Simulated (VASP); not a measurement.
Fe: equation of state with LDA

The system is Fe.

```
Fe
1.0
     2.41050    0.00000    0.00000
    -1.20525    2.08756    0.00000
     0.00000    0.00000    3.79268
Fe
2
Direct
  0.66667 0.33333 0.75000
  0.33333 0.66667 0.25000
```

This isn't the form of Fe at room conditions, which is bcc.

```
Program                : VASP 6.6.1
Task                   : equation of state
Functional             : LDA
Potentials or basis    : VASP PAW LDA potentials, release 64 (Fe)
Cutoff                 : 520 eV
k mesh                 : 10 × 10 × 6
Occupations            : fermi-dirac, width 0.05 eV
Spin                   : collinear spin, ferromagnetic start
Starting moments       : [3.0, 3.0] μB
Ladder                 : gaps
Further INCAR settings : ALGO = Normal; EDIFF = 1e-06
```

| Item | Value |
| --- | --- |
| Equilibrium volume | 9.54 Å³/atom |
| Bulk modulus at fixed shape and positions | 348 GPa |
| Pressure derivative of the bulk modulus | 4.7 (rough: it moves with the points fitted) |

Energy against volume, from the lowest point:
```
volume (Å³/atom)  energy (meV/atom)
           9.161              17.86
           9.352               4.28
           9.542               0.00
           9.733               4.03
           9.924              15.46
```

All runs of the series together: 120 s on 1 thread of Intel(R) Xeon(R) Platinum 8259CL CPU @ 2.50GHz (Skylake/Cascade Lake), with other jobs on the host.

Caveat: the cell was scaled at fixed shape and fractional positions, which overstates the stiffness of a crystal with free parameters, most of all of layers and chains.
